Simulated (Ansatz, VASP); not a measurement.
# Sb: VASP beside Ansatz

File INCAR:

```
SYSTEM = Sb
ALGO     = Normal         ! electronic algorithm
EDIFF    = 1E-7           ! SCF threshold, eV
ENCUT    = 520            ! plane-wave cutoff, eV
GGA      = CA             ! functional
GGA_COMPAT= .FALSE.      
ISIF     = 2              ! what is computed and relaxed
ISMEAR   = -1             ! smearing method
LASPH    = .TRUE.         ! aspherical terms in the spheres
LCHARG   = .FALSE.        ! write CHGCAR
LORBIT   = 11             ! projections on sites
LORBMOM  = .TRUE.       
LREAL    = .FALSE.        ! projectors in reciprocal space
LSORBIT  = .TRUE.         ! spin-orbit coupling
LWAVE    = .FALSE.        ! write WAVECAR
MAGMOM   = 0 0 0          ! initial moments
NBANDS   = 16             ! bands
NELM     = 150            ! most SCF steps
PREC     = Accurate       ! precision mode
SIGMA    = 0.05           ! smearing width, eV
```

The input KPOINTS:

```
k-points
0
G
  7 7 7
  0 0 0
```

The input POSCAR:

```
Sb
1.0
   -1.8713408863      1.8713408863      1.8713408863
    1.8713408863     -1.8713408863      1.8713408863
    1.8713408863      1.8713408863     -1.8713408863
Sb
1
Direct
    0.0000000000      0.0000000000      0.0000000000
```

Contents of input.yaml:

```yaml
crystal:
  lattice:
    - [-1.8713408863, 1.8713408863, 1.8713408863]
    - [1.8713408863, -1.8713408863, 1.8713408863]
    - [1.8713408863, 1.8713408863, -1.8713408863]
  atoms:
    - { symbol: Sb, position: [0.0, 0.0, 0.0] }
hamiltonian:
  xc: lda
  pseudopotentials: { kind: paw_fr }
magnetization:
  noncollinear: true
  spin_orbit: true
kpoints:
  mp_grid: { grid: [7, 7, 7] }
  band_path:
    path:
      - [[0.0, 0.0, 0.0], [0.5, -0.5, 0.5], [0.0, 0.0, 0.5], [0.0, 0.0, 0.0], [0.25, 0.25, 0.25], [0.5, -0.5, 0.5]]
      - [[0.25, 0.25, 0.25], [0.0, 0.0, 0.5]]
    npoints: 14
scf:
  occupations: { method: fermi_dirac, width: 0.05 }
  n_extra_bands: 6
output:
  forces: true
  stress: true
  eigenvalues: true
  fatbands: true
```

This isn't the form of Sb at room conditions, which is rhombohedral.

Alike in both runs: functional LDA; k mesh 7 × 7 × 7; occupations fermi-dirac, width 0.05 eV; non-collinear spin, spin-orbit coupling.

```csv
,VASP,Ansatz
version,VASP 6.6.1,Ansatz 0.2.0
potentials or method,"VASP PAW LDA potentials, release 64 (Sb)",Ansatz PAW
plane-wave cutoff (eV),520,420
valence electrons in the cell,5,15
task,single point,band structure
```

|  | VASP | Ansatz | Ansatz less VASP |
| --- | --- | --- | --- |
| gap on the k mesh at the Fermi level (eV) | none | none | - |
| pressure (GPa) | -1.4 | -1.3 | +0.08 |
| net moment per atom (μB) | 0.00 | 0.00 | 0.000 |

A gap of «none» marks a metal or a gap that the smearing closes. The two sets of potentials don't hold the same shells in valence.

Caveats: the PAW data sets come from PBE, with cores solved anew for the run's functional, which leaves a small shift of forces and pressure (Ansatz).
